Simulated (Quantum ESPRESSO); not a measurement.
## PtS2: equation of state with r2SCAN

Crystal: PtS2.

```
Pt S
1.0
     3.54320    0.00000    0.00000
    -1.77160    3.06850    0.00000
     0.00000    0.00000    5.03880
Pt S
1 2
Direct
  0.00000 0.00000 0.00000
  0.66667 0.33333 0.77300
  0.33333 0.66667 0.22700
```

```json
{
  "Program": "Quantum ESPRESSO 7.5",
  "Task": "equation of state",
  "Functional": "r2SCAN",
  "Potentials or basis": "SG15 PBE 1.2",
  "Cutoff": "952 eV",
  "Density cutoff": "3810 eV",
  "k mesh": "6 × 6 × 4",
  "Occupations": "fermi-dirac, width 0.05 eV",
  "Spin": "no spin polarisation",
  "Symmetry": "off",
  "Mixing beta": "0.5",
  "Most SCF iterations": "120",
  "SCF threshold": "1e-08 Ry"
}
```

```yaml
Equilibrium_volume: "19.40 Å³/atom (rough: see the caveat)"
Bulk_modulus_at_fixed_shape_and_positions: 136 GPa (rough)
```

Energy against volume, from the lowest point:
| volume (Å³/atom) | energy (meV/atom) |
| --- | --- |
| 17.165 | 137.49 |
| 17.531 | 92.41 |
| 17.896 | 57.48 |
| 18.261 | 31.67 |
| 18.626 | 14.04 |
| 18.992 | 3.73 |
| 19.357 | 0.00 |

All runs of the series together: 34 min on 2 threads of Arm Neoverse V1, with other jobs on the host.

Caveat: the potentials were made for another functional, which shifts forces and pressure; the minimum lies outside the volumes run; the cell was scaled at fixed shape and fractional positions, which overstates the stiffness of a crystal with free parameters, most of all of layers and chains. Spin-orbit coupling is left out, which matters for the levels of Pt.
